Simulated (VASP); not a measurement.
**SnO2: phonons with PBE**

SnO2:

```
Sn O
1.0
     4.83050    0.00000    0.00000
     0.00000    4.83050    0.00000
     0.00000    0.00000    3.24312
Sn O
2 4
Direct
  0.00000 0.00000 0.00000
  0.50000 0.50000 0.50000
  0.30656 0.30656 0.00000
  0.19344 0.80656 0.50000
  0.69344 0.69344 0.00000
  0.80656 0.19344 0.50000
```

* Program: VASP 6.6.1
* Task: phonons
* Functional: PBE
* Potentials or basis: VASP PAW PBE potentials, release 64 (Sn_d, O)
* Cutoff: 600 eV
* k mesh: 6 × 6 × 9
* Occupations: fermi-dirac, width 0.05 eV
* Spin: no spin polarisation
* By perturbation theory: yes
* Further INCAR settings: ALGO = Normal; EDIFF = 1e-08; IBRION = 8; NSW = 1

| Item | Value |
| --- | --- |
| Relaxed volume | 12.60 Å³/atom |
| Relaxed cell | a = 4.830 Å, b = 4.830 Å, c = 3.242 Å, α = 90.00°, β = 90.00°, γ = 90.00° |
| Space group after relaxing (to 0.05 Å) | P4_2/mnm (No. 136) |
| Electronic dielectric tensor (diagonal) | 4.80, 4.80, 4.95 |
| Born charges (mean of the diagonal) | Sn +4.25; O -2.13 e |
| Highest phonon frequency at Γ, LO-TO splitting left out | 708 cm⁻¹ |

Final structure:
```
CELL_PARAMETERS angstrom
4.82966 0.00000 0.00000
0.00000 4.82966 0.00000
0.00000 0.00000 3.24207
ATOMIC_POSITIONS crystal
Sn 0.00000 0.00000 0.00000
Sn 0.50000 0.50000 0.50000
O 0.30653 0.30653 0.00000
O 0.19347 0.80653 0.50000
O 0.69347 0.69347 0.00000
O 0.80653 0.19347 0.50000
```

Phonon frequencies in cm⁻¹ (negative: imaginary):
| q point | frequencies |
| --- | --- |
| (0.000, 0.000, 0.000) | 0 0 0 109 141 220 220 262 262 341 433 439 439 529 552 552 585 708 |

Electronic dielectric tensor:
```
4.80 0.00 0.00
0.00 4.80 0.00
0.00 0.00 4.95
```

Born effective charge tensors (e):
atom 1, Sn
```
4.12 0.53 0.00
0.53 4.12 0.00
0.00 0.00 4.51
```
atom 2, Sn
```
 4.12 -0.53  0.00
-0.53  4.12  0.00
 0.00  0.00  4.51
```
atom 3, O
```
-2.06 -0.76  0.00
-0.76 -2.06  0.00
 0.00  0.00 -2.25
```
atom 4, O
```
-2.06  0.76  0.00
 0.76 -2.06  0.00
 0.00  0.00 -2.25
```
atom 5, O
```
-2.06 -0.76  0.00
-0.76 -2.06  0.00
 0.00  0.00 -2.25
```
atom 6, O
```
-2.06  0.76  0.00
 0.76 -2.06  0.00
 0.00  0.00 -2.25
```

Run time: 58 min on 1 thread of Intel(R) Xeon(R) Platinum 8488C (Sapphire Rapids) (shared host), peak memory 0.75 GiB.
